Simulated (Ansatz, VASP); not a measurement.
**Two plane-wave programs on AlN**

The input POSCAR:

```
AlN
1.0
    2.9823987248      0.0000000000      0.0000000000
   -1.4911993624      2.5828330599      0.0000000000
    0.0000000000      0.0000000000      4.5801324555
Al N
2 2
Direct
    0.3333333333      0.6666666667      0.0016929024
    0.6666666667      0.3333333333      0.5016929024
    0.3333333333      0.6666666667      0.3833070976
    0.6666666667      0.3333333333      0.8833070976
```

Contents of INCAR.step1:

```
PREC = Accurate ; ENCUT = 520
ISMEAR = 0 ; SIGMA = 0.05
LREAL = False ; LASPH = True
NELM = 100 ; NBANDS = 16
GGA = PE ; ALGO = Normal
EDIFF = 1E-4 ; LWAVE = True
LCHARG = False
```

The input INCAR.step2:

```
PREC = Accurate ; ENCUT = 520
EDIFF = 1E-6 ; ISMEAR = 0
SIGMA = 0.05 ; LREAL = False
LASPH = True ; NELM = 100
ALGO = Normal ; ISIF = 2
LWAVE = False ; LCHARG = False
METAGGA = R2SCAN ; LMIXTAU = True
NBANDS = 16 ; ISTART = 1
```

The input KPOINTS:

```
Automatic mesh
0
Gamma
  12 12 6
```

Input for Ansatz:

```yaml
crystal:
  lattice:
    - [2.9823987248, 0.0, 0.0]
    - [-1.4911993624, 2.5828330599, 0.0]
    - [0.0, 0.0, 4.5801324555]
  atoms:
    - { symbol: Al, position: [0.3333333333, 0.6666666667, 0.0016929024] }
    - { symbol: Al, position: [0.6666666667, 0.3333333333, 0.5016929024] }
    - { symbol: "N", position: [0.3333333333, 0.6666666667, 0.3833070976] }
    - { symbol: "N", position: [0.6666666667, 0.3333333333, 0.8833070976] }
basis:
  ecutwfc: 500
kpoints:
  mp_grid: { grid: [12, 12, 6] }
hamiltonian:
  xc: r2scan
scf:
  occupations: { method: gaussian, width: 0.05 }
output:
  forces: true
  stress: true
  eigenvalues: true
```

Change from the starting cell: strain -0.040 along x and y, -0.080 along z, atoms carried along.

Alike in both runs: task single point; functional r2SCAN; k mesh 12 × 12 × 6; occupations gaussian, width 0.05 eV; no spin polarisation.

|  | VASP | Ansatz |
| --- | --- | --- |
| version | VASP 6.6.1 | Ansatz 0.2.0 |
| potentials or method | VASP PAW PBE potentials, release 64 (Al, N) | scalar-relativistic, plane waves, PAW |
| plane-wave cutoff (eV) | 520 | 500 |
| valence electrons in the cell | 16 | 16 |

```csv
,VASP,Ansatz,Ansatz less VASP
gap on the k mesh at the Fermi level (eV),5.82,5.83,+0.015
least direct gap on the mesh (eV),6.34,6.30,-0.047
pressure (GPa),47.6,47.6,-0.03
largest component of the traceless stress (GPa),17.17,16.86,-0.316
rms of the force components (eV/Å),0.732,0.716,-0.0162
```

Atom by atom the forces differ by 0.016 eV/Å (rms over components). The functional is the same, so the differences come from potentials, cutoffs and numerics.

Caveats: so large a pressure means that the cell lies far from this level's equilibrium, or that cutoff or potentials fall short (VASP); the potentials were made for another functional, which shifts forces and pressure (VASP). A k mesh can miss the band edges.
